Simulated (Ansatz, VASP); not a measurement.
# One calculation of TiC, two programs

The input POSCAR:

```
TiC
1.0
    3.0420900000      0.0000000000      0.0000000000
   -1.5210400000      2.6345200000      0.0000000000
    0.0000000000      0.0000000000      2.6979700000
Ti C
1 1
Direct
    0.0000000000      0.0000000000      0.5000000000
    0.3333300000      0.6666700000      0.0000000000
```

INCAR.step1

```
PREC = Accurate
ENCUT = 520
EDIFF = 1E-5
ISMEAR = -1
SIGMA = 0.05
LREAL = False
LASPH = True
NELM = 100
ALGO = Normal
ISIF = 2
LWAVE = True
LCHARG = False
LMAXMIX = 4
GGA = PE
```

INCAR.step2

```
PREC = Accurate
ENCUT = 520
EDIFF = 1E-7
ISMEAR = -1
SIGMA = 0.05
LREAL = False
LASPH = True
NELM = 100
ALGO = Normal
ISIF = 2
LWAVE = False
LCHARG = False
LMAXMIX = 4
GGA = PE
LHFCALC = True
HFSCREEN = 0.3
PRECFOCK = Fast
ISTART = 1
```

Contents of KPOINTS:

```
Automatic mesh
0
Gamma
  5 5 5
```

Contents of KPOINTS_OPT:

```
path GMKGALHA,LM,KH
10
line-mode
reciprocal
 0.0000000000  0.0000000000  0.0000000000  G
 0.5000000000  0.0000000000  0.0000000000  M

 0.5000000000  0.0000000000  0.0000000000  M
 0.3333333333  0.3333333333  0.0000000000  K

 0.3333333333  0.3333333333  0.0000000000  K
 0.0000000000  0.0000000000  0.0000000000  G

 0.0000000000  0.0000000000  0.0000000000  G
 0.0000000000  0.0000000000  0.5000000000  A

 0.0000000000  0.0000000000  0.5000000000  A
 0.5000000000  0.0000000000  0.5000000000  L

 0.5000000000  0.0000000000  0.5000000000  L
 0.3333333333  0.3333333333  0.5000000000  H

 0.3333333333  0.3333333333  0.5000000000  H
 0.0000000000  0.0000000000  0.5000000000  A

 0.5000000000  0.0000000000  0.5000000000  L
 0.5000000000  0.0000000000  0.0000000000  M

 0.3333333333  0.3333333333  0.0000000000  K
 0.3333333333  0.3333333333  0.5000000000  H
```

The input input.yaml:

```yaml
crystal:
  lattice:
    - [3.04209, 0.0, 0.0]
    - [-1.52104, 2.63452, 0.0]
    - [0.0, 0.0, 2.69797]
  atoms:
    - { symbol: Ti, position: [0.0, 0.0, 0.5] }
    - { symbol: C, position: [0.33333, 0.66667, 0.0] }
hamiltonian:
  xc: { exchange: pbe, correlation: pbe, exx: { coeff: 0.25, omega: 0.3 } }
  pseudopotentials: { kind: paw }
kpoints:
  mp_grid: { grid: [5, 5, 5] }
  band_path:
    path:
      - [[0.0, 0.0, 0.0], [0.5, 0.0, 0.0], [0.3333333333, 0.3333333333, 0.0], [0.0, 0.0, 0.0], [0.0, 0.0, 0.5], [0.5, 0.0, 0.5], [0.3333333333, 0.3333333333, 0.5], [0.0, 0.0, 0.5]]
      - [[0.5, 0.0, 0.5], [0.5, 0.0, 0.0]]
      - [[0.3333333333, 0.3333333333, 0.0], [0.3333333333, 0.3333333333, 0.5]]
    npoints: 4
scf:
  occupations: { method: fermi_dirac, width: 0.05 }
  n_extra_bands: 6
output:
  forces: true
  stress: true
  eigenvalues: true
  fatbands: false
  write_density: true
  write_potential: true
  elf: true
  volumetric_format: npy
```

The cell was built by a generator and needn't be a form met in nature.

Alike in both runs: task band structure; functional HSE03; k mesh 5 × 5 × 5; occupations fermi-dirac, width 0.05 eV; no spin polarisation.

```csv
,VASP,Ansatz
version,VASP 6.6.1,Ansatz 0.2.0
potentials or method,"VASP PAW PBE potentials, release 64 (Ti_sv, C)",Ansatz PAW
plane-wave cutoff (eV),520,420
valence electrons in the cell,16,16
```

|  | VASP | Ansatz | Ansatz less VASP |
| --- | --- | --- | --- |
| gap on the k mesh at the Fermi level (eV) | none | none | - |
| pressure (GPa) | -4.4 | -4.4 | +0.01 |
| largest component of the traceless stress (GPa) | 5.49 | 5.48 | -0.011 |

A gap of «none» marks a metal or a gap that the smearing closes.

Caveats: the k mesh is coarse (spacing up to 0.48 Å⁻¹), so the values aren't converged, least of all with exact exchange; the PAW data sets were made with another functional, which shifts forces and pressure a little (VASP); the PAW data sets come from PBE, with cores solved anew for the run's functional, which leaves a small shift of forces and pressure (Ansatz); the thresholds are loose for stress (Ansatz).
